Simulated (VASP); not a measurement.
# TiS2 (P-3m1) in VASP: settings compared

One crystal, TiS2, is run at these levels: rev-vdW-DF2, PBE+D3(BJ); tasks: relaxation of cell and atoms.

Program: VASP 6.6.1. These are calculated values, not measurements. Logs are shortened: lines on timing, memory, paths and dates and some standing lists are left out, and cuts for length are marked.

### Step 1. The structure

Symmetry: P-3m1, No. 164, trigonal system. The conventional cell has a = 3.412 Å, b = 3.412 Å, c = 5.695 Å, α = 90.00°, β = 90.00°, γ = 120.00°. Ti (site symmetry -3m) is surrounded by 6 S at 2.43 Å. S (site symmetry 3m) has 3 Ti at 2.43 Å as nearest neighbours.

### Step 2. Relaxation of cell and atoms, rev-vdW-DF2

INCAR reads:

```
PREC = Accurate
ENCUT = 600
EDIFF = 1E-6
ISMEAR = 1
SIGMA = 0.1
LREAL = False
LASPH = True
NELM = 80
ALGO = Normal
ISIF = 3
LWAVE = False
LCHARG = False
GGA = MK
LUSE_VDW = True
AGGAC = 0.0
PARAM1 = 0.1234
PARAM2 = 0.711357
ZAB_VDW = -1.8867
IBRION = 2
NSW = 90
EDIFFG = -0.01
```

KPOINTS reads:

```
Automatic mesh
0
Gamma
  12 12 7
```

POSCAR reads:

```
TiS2
1.0
    3.4120000000      0.0000000000      0.0000000000
   -1.7060000000      2.9548786777      0.0000000000
    0.0000000000      0.0000000000      5.6950000000
Ti S
1 2
Direct
    0.0000000000      0.0000000000      0.0000000000
    0.3333333333      0.6666666667      0.2500000000
    0.6666666667      0.3333333333      0.7500000000
```

Potentials or basis: VASP PAW PBE potentials, release 64 (Ti_sv, S).

The run is started by

```
$ cat potpaw_PBE.64/Ti_sv/POTCAR potpaw_PBE.64/S/POTCAR > POTCAR
$ mpirun -np 1 vasp_std > vasp.out
```

OUTCAR:

```text
PREC = Accurate
   ENCUT = 600
   EDIFF = 1E-6
   ISMEAR = 1
   LREAL = False
   LASPH = True
   NELM = 80
   ISIF = 3
   GGA = MK
   IBRION = 2
   NSW = 90
   EDIFFG = -0.01

 ion  position               nearest neighbor table
   1  0.000  0.000  0.000-   2 2.43   3 2.43   2 2.43   3 2.43   3 2.43   2 2.43
   2  0.333  0.667  0.250-   1 2.43   1 2.43   1 2.43
   3  0.667  0.333  0.750-   1 2.43   1 2.43   1 2.43

  LATTYP: Found a hexagonal cell.
 ALAT       =     3.4120000000
 C/A-ratio  =     1.6691090270

  Lattice vectors:

 A1 = (   3.4120000000,   0.0000000000,   0.0000000000)
 A2 = (  -1.7060000000,   2.9548786777,   0.0000000000)
 A3 = (   0.0000000000,   0.0000000000,   5.6950000000)

Analysis of symmetry for initial positions (statically):
=====================================================================
 Subroutine PRICEL returns:
 Original cell was already a primitive cell.

 Routine SETGRP: Setting up the symmetry group for a
 hexagonal supercell.

 Subroutine GETGRP returns: Found 12 space group operations
 (whereof 12 operations were pure point group operations)
 out of a pool of 24 trial point group operations.

The static configuration has the point symmetry D_3d.

Analysis of symmetry for dynamics (positions and initial velocities):
=====================================================================
 Subroutine PRICEL returns:
 Original cell was already a primitive cell.

 Routine SETGRP: Setting up the symmetry group for a
 hexagonal supercell.

 Subroutine GETGRP returns: Found 12 space group operations
 (whereof 12 operations were pure point group operations)
 out of a pool of 24 trial point group operations.

The dynamic configuration has the point symmetry D_3d.

 Subroutine INISYM returns: Found 12 space group operations
 (whereof 12 operations are pure point group operations),
 and found     1 'primitive' translations

----------------------------------------------------------------------------------------

                                     Primitive cell

  volume of cell :      57.4173

  direct lattice vectors                    reciprocal lattice vectors
     3.412000000  0.000000000  0.000000000     0.293083236  0.169211685  0.000000000
    -1.706000000  2.954878678  0.000000000     0.000000000  0.338423370  0.000000000
     0.000000000  0.000000000  5.695000000     0.000000000  0.000000000  0.175592625

  length of vectors
     3.412000000  3.412000000  5.695000000     0.338423370  0.338423370  0.175592625

  position of ions in fractional coordinates (direct lattice)
     0.000000000  0.000000000  0.000000000
     0.333333333  0.666666667  0.250000000
     0.666666667  0.333333333  0.750000000

  ion indices of the primitive-cell ions
   primitive index   ion index
                 1           1
                 2           2
                 3           3

----------------------------------------------------------------------------------------

 KPOINTS: Automatic mesh

Automatic generation of k-mesh.
 Grid dimensions read from file:
 generate k-points for:   12   12    7

 Generating k-lattice:

  Cartesian coordinates                     Fractional coordinates (reciprocal lattice)
     0.024423603  0.014100974  0.000000000     0.083333333  0.000000000  0.000000000
     0.000000000  0.028201947  0.000000000     0.000000000  0.083333333  0.000000000
     0.000000000  0.000000000  0.025084661     0.000000000  0.000000000  0.142857143

  Length of vectors
     0.028201947  0.028201947  0.025084661

  Shift w.r.t. Gamma in fractional coordinates (k-lattice)
     0.000000000  0.000000000  0.000000000

 Subroutine IBZKPT returns following result:
 ===========================================

 Found    112 irreducible k-points:

 Following reciprocal coordinates:
            Coordinates               Weight
  0.000000  0.000000  0.000000      1.000000
  0.083333 -0.000000  0.000000      6.000000
  0.166667 -0.000000  0.000000      6.000000
  0.250000  0.000000  0.000000      6.000000
  0.333333 -0.000000  0.000000      6.000000
  0.416667  0.000000  0.000000      6.000000
[... 16 lines left out ...]
  0.166667 -0.000000  0.142857      6.000000
  0.000000  0.166667  0.142857      6.000000
 [... further k-points ...]
   k-points           NKPTS =    112   k-points in BZ     NKDIM =    112   number of bands    NBANDS=     16
   number of dos      NEDOS =    301   number of ions     NIONS =      3
   total plane-waves  NPLWV =  37632
   dimension x,y,z NGX =    28 NGY =   28 NGZ =   48
   dimension x,y,z NGXF=    56 NGYF=   56 NGZF=   96
   ions per type =               1   2
   NGX,Y,Z   is equivalent  to a cutoff of  13.64, 13.64, 14.01 a.u.
   NGXF,Y,Z  is equivalent  to a cutoff of  27.29, 27.29, 28.02 a.u.
 SYSTEM =  unknown system
   PREC   = accura    normal or accurate (medium, high low for compatibility)
   ISTART =      0    job   : 0-new  1-cont  2-samecut
   ICHARG =      2    charge: 1-file 2-atom 10-const
   ISPIN  =      1    spin polarized calculation?
   LNONCOLLINEAR =      F non collinear calculations
   LSORBIT =      F    spin-orbit coupling
   LASPH  =      T    aspherical Exc in radial PAW
   ENCUT  =  600.0 eV  44.10 Ry    6.64 a.u.   6.81  6.81 11.37*2*pi/ulx,y,z
   NELM   =     80;   NELMIN=  2; NELMDL= -5     # of ELM steps
   EDIFF  = 0.1E-05   stopping-criterion for ELM
   LREAL  =      F    real-space projection
   EDIFFG = -.1E-01   stopping-criterion for IOM
   NSW    =     90    number of steps for IOM
   IBRION =      2    ionic relax: 0-MD 1-quasi-New 2-CG
   NFREE  =      1    steps in history (QN), initial steepest desc. (CG)
   ISIF   =      3    stress and relaxation
   ISYM   =      2    0-nonsym 1-usesym 2-fastsym
   POTIM  = 0.5000    time-step for ionic-motion
   TEBEG  =    0.0;   TEEND  =   0.0 temperature during run
   PSTRESS=    0.0 pullay stress
   NELECT =      24.0000    total number of electrons
   NUPDOWN=      -1.0000    fix difference up-down
   EMIN   =  10.00;   EMAX   =-10.00  energy-range for DOS
   EFERMI =   0.00;   METHOD = LEGACY
   ISMEAR =     1;   SIGMA  =   0.10  broadening in eV -4-tet -1-fermi 0-gaus
   EFERMI_NEDOS =   21; number of points for ismear=-14 and -15
   IALGO  =     38    algorithm
   IMIX   =      4    mixing-type and parameters
     AMIX     =   0.40;   BMIX     =  1.00
     AMIX_MAG =   1.60;   BMIX_MAG =  1.00
  volume/ion in A,a.u.               =      19.14       129.16
  Fermi-wavevector in a.u.,A,eV,Ry     =   1.224046  2.313112 20.385458  1.498289
  Thomas-Fermi vector in A             =   2.359135
   LORBIT       =      0    0 simple, 1 ext, 2 COOP (PROOUT), +10 PAW based schemes
   GGA     = MK    functional components
   LHFCALC =     F    Hartree Fock is set to
   AEXX    =    0.0000 exact exchange contribution
   IVDW_NL    =     1    kernel type
   BPARAM     = 6.3000
   IVDW    =     0    specifies the selected vdW correction
   LEPSILON=     F    determine dielectric tensor
   LRPA    =     F    only Hartree local field effects (RPA)
 conjugate gradient relaxation of ions
 non-spin polarized calculation
 Methfessel and Paxton  Order N= 1 SIGMA  =   0.10
  energy-cutoff  :      600.00
  volume of cell :       57.42
 maximum number of plane-waves:      1943
   NGX = 13   NGY = 13   NGZ = 23

--------------------------------------- Ionic step        1  -------------------------------------------

 number of electron      23.9999999 magnetization

 Free energy of the ion-electron system (eV)
  ---------------------------------------------------
  ext. energy  EPLUGINS =         0.00000000
  ---------------------------------------------------
  free energy    TOTEN  =       -15.00334313 eV

  energy without entropy =      -15.00323712  energy(sigma->0) =      -15.00330780

------------------------ aborting loop because EDIFF is reached ----------------------------------------

  FORCE on cell =-STRESS in cart. coord.  units (eV):
  Direction    XX          YY          ZZ          XY          YZ          ZX
  --------------------------------------------------------------------------------------
  -------------------------------------------------------------------------------------
  Total       -0.5527900     -0.5527900     -0.3175543     -0.0000000      0.0000000      0.0000000
  in kB      -15.4251124    -15.4251124     -8.8610699     -0.0000000      0.0000000      0.0000000
  external PRESSURE =     -13.2370982 kB  Pullay stress =       0.0000000 kB
[... 96 lines left out ...]
  FREE ENERGIE OF THE ION-ELECTRON SYSTEM (eV)
  ---------------------------------------------------
  free  energy   TOTEN  =       -15.0067205689 eV

  energy  without entropy=      -15.0066263980  energy(sigma->0) =      -15.00668918

Total vdW correction in eV:      3.4280993

[... ionic steps 4 to 13 ...]

--------------------------------------- Ionic step       14  -------------------------------------------

 number of electron      23.9999996 magnetization

------------------------ aborting loop because EDIFF is reached ----------------------------------------

  FORCE on cell =-STRESS in cart. coord.  units (eV):
  Direction    XX          YY          ZZ          XY          YZ          ZX
  --------------------------------------------------------------------------------------
  -------------------------------------------------------------------------------------
  Total        0.0512772      0.0512772      0.0359778      0.0000000      0.0000000      0.0000000
  in kB        1.4598464      1.4598464      1.0242753      0.0000000      0.0000000      0.0000000
  external PRESSURE =       1.3146560 kB  Pullay stress =       0.0000000 kB
[... 63 lines left out ...]
Total vdW correction in eV:      3.4134004

--------------------------------------- Ionic step       16  -------------------------------------------

 number of electron      23.9999996 magnetization

 Free energy of the ion-electron system (eV)
  ---------------------------------------------------
  ext. energy  EPLUGINS =         0.00000000
  ---------------------------------------------------
  free energy    TOTEN  =       -15.00769739 eV

  energy without entropy =      -15.00764771  energy(sigma->0) =      -15.00768083

 E-fermi :   5.5818     XC(G=0): -10.3053

 val. band max:        5.5779249719   @ k =   0.0833  -0.0000   0.0000
 cond. band min:       5.5835176834   @ k =   0.0000   0.0000   0.0000
 fundamental gap:      0.0055927116
 Fermi energy:         5.5817870641

 k-point     1 :       0.0000    0.0000    0.0000
  band No.  band energies     occupation
      1     -51.8412      2.00000
      2     -28.1891      2.00000
      3     -28.1443      2.00000
      4     -28.1443      2.00000
      5      -8.2247      2.00000
      6      -6.5001      2.00000
[... 8 lines left out ...]
     15       6.4516     -0.00000
     16       9.0460      0.00000
[... 420 lines left out ...]
  band No.  band energies     occupation
      1     -51.8379      2.00000
      2     -28.1825      2.00000
      3     -28.1792      2.00000
      4     -28.1523      2.00000
      5      -7.8525      2.00000
      6      -6.5088      2.00000
[... 8 lines left out ...]
     15       7.1535     -0.00000
     16       8.7238      0.00000

 [... further k-points ...]

------------------------ aborting loop because EDIFF is reached ----------------------------------------

  FORCE on cell =-STRESS in cart. coord.  units (eV):
  Direction    XX          YY          ZZ          XY          YZ          ZX
  --------------------------------------------------------------------------------------
  -------------------------------------------------------------------------------------
  Total        0.0262505      0.0262505      0.0191178     -0.0000000     -0.0000000      0.0000000
  in kB        0.7485268      0.7485268      0.5451388     -0.0000000     -0.0000000      0.0000000
  external PRESSURE =       0.6807308 kB  Pullay stress =       0.0000000 kB
[... 18 lines left out ...]
  FREE ENERGIE OF THE ION-ELECTRON SYSTEM (eV)
  ---------------------------------------------------
  free  energy   TOTEN  =       -15.0076973934 eV

  energy  without entropy=      -15.0076477077  energy(sigma->0) =      -15.00768083

Total vdW correction in eV:      3.4116139

 reached required accuracy - stopping structural energy minimisation
```

Run time: 12 min. Hardware: 1 thread of Intel Xeon 6975P-C (Granite Rapids), shared host; peak memory 0.51 GiB.

What came out:

* Free energy: -15.0077 eV
* Relaxed volume: 18.73 Å³/atom
* Relaxed cell: a = 3.385 Å, b = 3.385 Å, c = 5.662 Å, α = 90.00°, β = 90.00°, γ = 120.00°
* Space group after relaxing (to 0.05 Å): P-3m1 (No. 164)
* Energy gained by relaxing: 1.5 meV/atom
* Ionic steps: 16
* Pressure after relaxing: 0.1 GPa
* Largest force after relaxing: 0.006 eV/Å
* Band gap on the k mesh: none (metal or under the smearing width)

Forces in eV/Å, atoms in the order of the input:
```
Ti   0.000  0.000  0.000
S    0.000  0.000  0.006
S    0.000  0.000 -0.006
```

Step by step:
| step | energy change (eV) | largest force (eV/Å) | pressure (GPa) | volume (Å³) |
| --- | --- | --- | --- | --- |
| 1 | 0.0000 | 0.0793 | -1.32 | 57.42 |
| 2 | -0.0009 | 0.2099 | 1.19 | 56.11 |
| 3 | -0.0034 | 0.0762 | 0.03 | 56.70 |
| 4 | -0.0034 | 0.0714 | -0.02 | 56.72 |
| 5 | -0.0040 | 0.0372 | -0.06 | 56.63 |
| 6 | -0.0042 | 0.0058 | -0.07 | 56.54 |
| 7 | -0.0042 | 0.0083 | -0.06 | 56.54 |
| 8 | -0.0042 | 0.0104 | -0.04 | 56.55 |
| 9 | -0.0042 | 0.0133 | -0.04 | 56.51 |
| 10 | -0.0043 | 0.0218 | 0.08 | 56.38 |
| 11 | -0.0042 | 0.0384 | 0.29 | 56.12 |
| 12 | -0.0043 | 0.0270 | 0.17 | 56.30 |
| 13 | -0.0043 | 0.0267 | 0.15 | 56.29 |
| 14 | -0.0043 | 0.0235 | 0.13 | 56.28 |
| 15 | -0.0043 | 0.0180 | 0.10 | 56.25 |
| 16 | -0.0044 | 0.0062 | 0.07 | 56.19 |

Final structure:
```xyz
3
Lattice="3.3852 0.0000 0.0000 -1.6926 2.9317 0.0000 0.0000 0.0000 5.6616" Properties=species:S:1:pos:R:3 pbc="T T T"
Ti    0.0000    0.0000    5.6616
S     0.0000    1.9544    1.4266
S     1.6926    0.9772    4.2351
```

Levels at points of the mesh, in eV from the Fermi level:
```tsv
k point	band 10	band 11	band 12	band 13	band 14	band 15
(0.00, 0.00, 0.00)	0.00	0.13	0.13	0.49	0.49	0.87
(0.50, 0.00, 0.00)	-2.71	-2.63	-1.56	0.19	1.55	1.98
```

Caveat: the PAW data sets were made with another functional, which shifts forces and pressure a little.

(Part 1 of 2 ends here.)
